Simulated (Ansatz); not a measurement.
SnSe:

```xyz
8
Lattice="11.4200 0.0000 0.0000 0.0000 4.1900 0.0000 0.0000 0.0000 4.4600" Properties=species:S:1:pos:R:3 pbc="T T T"
Sn   10.0153    3.1425    4.0541
Sn    7.1147    1.0475    1.8241
Sn    4.3053    3.1425    2.6359
Sn    1.4047    1.0475    0.4059
Se    7.3431    3.1425    4.3886
Se    9.7869    1.0475    2.1586
Se    1.6331    3.1425    2.3014
Se    4.0769    1.0475    0.0714
```

Base run:

```yaml
Program: Ansatz 0.2.0
Functional: LDA
Potentials_or_basis: Ansatz PAW
Cutoff: "420 eV (not typed: the program's choice for these potentials)"
k_mesh: 3 × 6 × 6
Occupations: fermi-dirac, width 0.05 eV
Spin: no spin polarisation
```

Its results: band gap on the k mesh 0.48 eV, indirect (least direct gap 0.67 eV); pressure -2.0 GPa; largest force 0.183 eV/Å.

The run is repeated on the same cell with these changes: functional from LDA to r2SCAN; cutoff from 420 eV (not typed: the program's choice for these potentials) to 500 eV (not typed: the program's choice for these potentials). What comes out?

Band gap on the k mesh 0.83 eV, indirect (least direct gap 0.99 eV); pressure 1.3 GPa; largest force 0.203 eV/Å.

r2SCAN gives the wider gap, since meta-GGAs in the generalised Kohn-Sham scheme recover part of the derivative discontinuity.

Caveats: spin-orbit coupling is left out, which moves the levels of the heavy elements; the PAW data sets come from PBE, with cores solved anew for the run's functional, which leaves a small shift of forces and pressure.

A k mesh can miss the band edges.
